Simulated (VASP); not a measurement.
A run of VASP 6.6.1 is set up as follows.

File INCAR:

```
SYSTEM = KCl
ALGO = Normal
EDIFF = 1E-6
ENCUT = 520
GGA = PE
ISIF = 2
ISMEAR = -1
IVDW = 3
LASPH = .TRUE.
LCHARG = .FALSE.
LREAL = .FALSE.
LWAVE = .FALSE.
NBANDS = 15
NELM = 60
PREC = Accurate
SIGMA = 0.02
```

The input KPOINTS:

```
k-points
0
G
  7 7 7
  0 0 0
```

The input POSCAR:

```
KCl
3.8392
    0.999998958116      0.000000000000      0.000000000000
    0.000000000000      0.999998958116      0.000000000000
    0.000000000000      0.000000000000      0.999998958116
K Cl
1 1
Direct
    0.0000000000      0.0000000000      0.0000000000
    0.5000000000      0.5000000000      0.5000000000
```

KPOINTS_OPT

```
path GXMGRX,MR
15
line-mode
reciprocal
 0.0000000000  0.0000000000  0.0000000000  G
 0.0000000000  0.5000000000  0.0000000000  X

 0.0000000000  0.5000000000  0.0000000000  X
 0.5000000000  0.5000000000  0.0000000000  M

 0.5000000000  0.5000000000  0.0000000000  M
 0.0000000000  0.0000000000  0.0000000000  G

 0.0000000000  0.0000000000  0.0000000000  G
 0.5000000000  0.5000000000  0.5000000000  R

 0.5000000000  0.5000000000  0.5000000000  R
 0.0000000000  0.5000000000  0.0000000000  X

 0.5000000000  0.5000000000  0.0000000000  M
 0.5000000000  0.5000000000  0.5000000000  R
```

Potentials or basis: VASP PAW PBE potentials, release 54 (K_sv, Cl).

Launch:

```sh
$ cat potpaw_PBE.54/K_sv/POTCAR potpaw_PBE.54/Cl/POTCAR > POTCAR
$ mpirun -np 1 vasp_std > vasp.out
```

(1) Estimate the pressure.

(2) Predict the band gap along the path.

(3) Estimate the dispersion energy per atom.

Answers

(1) -0.4 GPa.

(2) 4.80 eV, indirect (least direct gap 5.00 eV).

(3) -0.050 eV.
